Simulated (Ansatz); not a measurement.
Stoichiometric slabs of Cu (Fm-3m (No. 225)), cut along different planes. They are 10 to 11 Å thick, cut from the relaxed bulk and then relaxed; γ is the mean of both faces, φ the top face's.

Space group Fm-3m (No. 225). a = 3.630 Å, b = 3.630 Å, c = 3.630 Å, α = 90.00°, β = 90.00°, γ = 90.00°
```json
{"atom": "Cu", "site": "4a", "symmetry": "m-3m", "x": "0.0000", "y": "0.0000", "z": "0.0000"}
```

Method: Ansatz, DFT PBE, scalar-relativistic, plane waves, PAW. Cutoff 420 eV, k spacing 0.19 to 0.25 Å⁻¹, dipole correction; spin where the bulk is magnetic.

```csv
slab,cell (Å²),γ as cut (J/m²),γ relaxed (J/m²),φ (eV),bulk gap (eV)
"(111), Cu/Cu",5.7,1.35,1.35,4.80,0.0
"(110), Cu/Cu",9.3,1.60,1.55,4.34,0.0
```

Task: Estimate γ for (100), Cu/Cu (cell 6.6 Å², bulk gap 0.0 eV).

Result: 1.49 J/m² as cut and 1.47 J/m² relaxed, number 2 from the lowest of the 3.

Task: Which of these faces must appear on a crystal's equilibrium shape?

Result: By Wulff's rule each face lies at a distance from the centre in proportion to its γ, so the lowest, (111), Cu/Cu at 1.35 J/m², lies nearest and is sure to appear among those computed; areas also depend on angles and on how many equivalent faces there are.

Reconstructions weren't sought.

Cost: 9 runs of about 17 core-minutes in all, on Intel Xeon Processor @ 2.50GHz (Skylake/Cascade Lake), Intel Xeon 6975P-C (Granite Rapids), Oxide Virtual Turin-like Processor (Zen 5) (shared hosts).